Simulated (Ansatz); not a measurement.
## Phases of CoSi₂ at 0.083 GPa

Structure types of CoSi₂ are relaxed in primitive cells with their symmetry kept at 0.083 GPa, first on PAW files, then by LAPW. The enthalpy is E + pV at zero temperature, without zero-point motion. Only the types listed were tried, and differences under about 5 meV/atom are mesh noise. The real phase may be another.

All numbers are PBE results (scalar-relativistic) from Ansatz 0.2.0, with Fermi–Dirac smearing of 0.1 eV, no spin polarisation. Methods: LAPW: all electrons, basis error target 0.5 meV/atom; PAW: frozen-core files, cutoff 420 eV.

k meshes: fluorite 10×10×10, MoSi2 15×15×15, AlB2 9×9×7.

Spin polarisation is left out, though a magnetic state may lie lower.

```json
{"start type": "fluorite", "ends as": "fluorite, Fm-3m", "a, b, c (Å)": "5.360, 5.360, 5.360", "V (Å³/atom)": "12.83", "H − H(lowest), LAPW (meV/atom)": "0.0"}
{"start type": "MoSi2", "ends as": "MoSi2, I4/mmm", "a, b, c (Å)": "3.201, 3.201, 7.047", "V (Å³/atom)": "12.03", "H − H(lowest), LAPW (meV/atom)": "?"}
{"start type": "AlB2", "ends as": "AlB2, P6/mmm", "a, b, c (Å)": "4.162, 4.162, 2.504", "V (Å³/atom)": "12.52", "H − H(lowest), LAPW (meV/atom)": "?"}
```

Give the missing entry: row "MoSi2", column "H − H(lowest), LAPW (meV/atom)".

357.2.

What belongs in the row "AlB2", column "H − H(lowest), LAPW (meV/atom)"?

771.0.
